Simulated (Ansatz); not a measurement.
A (001) slab of relaxed bulk Li (Fm-3m, not its usual structure, 20.15 Å³/atom, gap on the mesh 0.00 eV), 4 planes in a 6×1 cell with the lowest 2 held; added atoms sit on lattice sites of the next plane. A dipole correction is on. The surface energy is the mean of the held and the free face; step energies are per length and the mean of the stripe's two steps, which run along the shortest translation of the plane; step and island energies count from the flat slab and bulk atoms.

These are results of DFT PBE, scalar-relativistic, plane waves, PAW (Ansatz 0.2.0), not measurements.

Cutoff 420 eV, Gaussian smearing of 0.10 eV, energies at zero smearing, symmetry of each start kept, no spin polarisation.

| start | atoms | k mesh | surface energy (J/m²) | step energy (meV/Å) |
| --- | --- | --- | --- | --- |
| flat slab | 24 | 2×12×1 | 0.47 | - |
| stripe of 2 atoms | 26 | 2×12×1 | - | 32 |
| stripe of 3 atoms | 27 | 2×12×1 | - | 34 |

Zero in every row: gap on the mesh (eV).

Small energy differences in metals hang on the k mesh (about 10 mJ/m² or 1 to 2 meV/atom on the mesh of the relaxation).

Cost: 3 runs of about 10 core-minutes in all, on Intel Xeon Platinum 8488C (Sapphire Rapids) (shared hosts).